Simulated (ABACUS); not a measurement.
## Sn under changes of volume

One of the cells (28.673 Å³/atom); the others are scaled copies at fixed shape and fractional positions:

```
Sn
1.0
    -1.72654    1.77555    2.33834
     1.72654   -1.77555    2.33834
     1.72654    1.77555   -2.33834
Sn
1
Cartesian
  0.0000 0.0000 0.0000
```

This isn't the form of Sn at room conditions, which is tetragonal (white tin).

* Program: ABACUS 3.10.1
* Functional: PBE
* Potentials or basis: PseudoDojo NC SR 0.4.1 PBE standard
* Cutoff: 1361 eV
* Density cutoff: 5442 eV
* Basis: DZP LCAO (the cutoffs set its grid)
* k mesh: 11 × 11 × 11
* Occupations: fermi-dirac, width 0.05 eV
* Spin: no spin polarisation

```csv
volume (Å³/atom),energy over the lowest point (meV/atom),pressure (GPa)
26.953,19.43,3.4
27.526,9.15,2.3
28.100,2.79,1.2
28.673,0.00,0.3
29.247,?,?
29.820,3.42,-1.3
30.394,9.12,-1.9
```

Question: What does the run at 29.247 Å³/atom give?

Answer: Energy over the lowest point 0.28 meV/atom; pressure -0.5 GPa.

Worked out: A Birch-Murnaghan fit of order 3 (a polynomial in V^(-2/3)) to the other rows has its minimum at 28.90 Å³/atom with B0 = V·E''(V) = 42 GPa and B' = 4.6 at fixed shape and positions, which overstates the stiffness. It gives 0.30 meV/atom at 29.247 Å³/atom, against the run's 0.28, and -dE/dV = -0.5 GPa, against -0.5.

Energies are extrapolated to zero smearing.

Caveats: the atomic orbitals were generated for these runs and aren't a published set; the basis of atomic orbitals isn't converged, which shifts pressures, moduli and gaps.
